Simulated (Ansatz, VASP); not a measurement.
# Two plane-wave programs on Si2Ni

```
CELL_PARAMETERS angstrom
0.00000 2.72341 2.72341
2.72341 0.00000 2.72341
2.72341 2.72341 0.00000
ATOMIC_POSITIONS crystal
Si 0.25000 0.25000 0.25000
Si 0.75000 0.75000 0.75000
Ni 0.00000 0.00000 0.00000
```

Alike in both runs: functional PBE; k mesh 14 × 14 × 14; occupations gaussian, width 0.1 eV; no spin polarisation.

Ansatz relaxed the structure, and its values are those at the end. VASP's run is a single point on that final structure, the one shown.

```csv
,VASP,Ansatz
version,VASP 6.6.1,Ansatz 0.2.0
potentials or method,"VASP PAW PBE potentials, release 64 (Si, Ni)","scalar-relativistic, plane waves, PAW"
plane-wave cutoff (eV),520,420
valence electrons in the cell,18,26
```

Ansatz gave:

- gap on the k mesh at the Fermi level (eV): none
- pressure (GPa): 0.0

Q: Estimate VASP's values.

A: gap on the k mesh at the Fermi level (eV): none; pressure (GPa): -0.1.

A gap of «none» marks a metal or a gap that the smearing closes. The two sets of potentials don't hold the same shells in valence.

Spin polarisation is off, so any magnetic state and its effect on volume and gap are missing.
